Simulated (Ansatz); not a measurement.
## NaF: energy along a strain

NaF, Fm-3m, a = 4.647 Å (as given, not relaxed at this level: 1.7 GPa). Ansatz: PBE, PAW, 420 eV, Γ-centred 8×8×8 mesh on 2 atoms, Gaussian smearing 0.05 eV; no spin polarisation. Cell vectors (Å): 0.000 2.323 2.323; 2.323 0.000 2.323; 2.323 2.323 0.000. The cell is strained by x per cent times the pattern (1 -1 0 0 0 0) in the order xx yy zz yz xz xy (engineering shears), with fractional coordinates held. y is the free energy over the start, V0 = 12.541 Å³/atom. Symmetry makes y even in x. Points with a strain past 8.5 % were computed too (4) and aren't used here.

| x (%) | y (meV/atom) |
| --- | --- |
| -7.50 | 40.39 |
| 0.00 | 0.00 |
| 1.87 | 2.27 |
| 3.75 | 9.44 |
| 5.62 | ? |

Question: Fit y = c2 x² + c4 x⁴ to the other rows, get the stiffness along the pattern, and predict the missing energy.

Answer: Least squares on the rows shown. y = 0.65472 x² + 0.0011259 x⁴. The clamped-ion stiffness p·C·p = 2 × 6.547 eV × 160.2 / 12.541 Å³ = 167 GPa (second derivative at the start, which stands under stress). At x = 5.62 the fit asked for gives 21.80 meV/atom. The run gave 21.84 meV/atom, so the fit is 0.04 meV/atom too low, within twice the rms miss on the fitted rows (0.02 meV/atom).